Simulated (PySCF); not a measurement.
# C8H6: the cost of one run

Programs: PySCF 2.14.0, with routines of our own; each step states its level. All values are computed. Atoms count from 0.

## 1. The starting structure

14 atoms, charge 0, multiplicity 1; geometry from: GFN2-xTB.

## 2. Optimising the geometry at B3LYP/def2-SVP

Job settings and geometry (Å):

```
{"job": {"xc": "B3LYP", "basis": "def2-SVP", "grid": 1, "kind": "geom"}, "charge": 0, "multiplicity": 1}
C      2.207167     1.886054     1.639601
C      1.413109     1.208149     1.047115
C      0.475558     0.407235     0.350266
C     -0.045188     0.836583    -0.870313
C     -0.958409     0.049503    -1.545380
C     -1.361388    -1.165024    -1.013334
C     -0.847819    -1.593800     0.200166
C      0.067751    -0.815874     0.882366
H      2.901229     2.478595     2.157393
H      0.271107     1.785469    -1.279276
H     -1.358518     0.384567    -2.491359
H     -2.075685    -1.776848    -1.544041
H     -1.163000    -2.539477     0.616665
H      0.473407    -1.145607     1.827963
```

Command:

```console
$ OMP_NUM_THREADS=1 python excited_run.py task.json out
```

This one command runs all jobs of the session in turn.

Q: Estimate the wall time and peak memory of this first job on 1 thread of Intel Xeon Platinum 8488C, shared host.

About 19 s, with a peak of 0.62 GiB.
